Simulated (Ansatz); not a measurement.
BaF₂ (fluorite, space group No. 225), DFT-r²SCAN in the program Ansatz with PAW potentials: ε∞ = 2.27, cell volume 59.43 Å³. Infrared-active transverse modes:

```
ω_TO (cm⁻¹)  oscillator strength S_xx (e²/amu)
-----------  ---------------------------------
185.0                                   0.2239
```

Task: Compute the static dielectric constant.

Result: Each mode adds (4.921e7/V) S/ω²: 5.42. So ε0 = 7.69.

Task: What LO frequency does the Lyddane–Sachs–Teller relation give?

Result: ω_LO = ω_TO √(ε0/ε∞) = 340 cm⁻¹.

Space group Fm-3m (fluorite). Symmetry was held in the r²SCAN relaxation; phonons on a q-mesh show no instability. Scalar-relativistic: spin–orbit coupling is off unless named, which matters more the heavier the elements.

Potentials: the later of the program's two PAW sets.
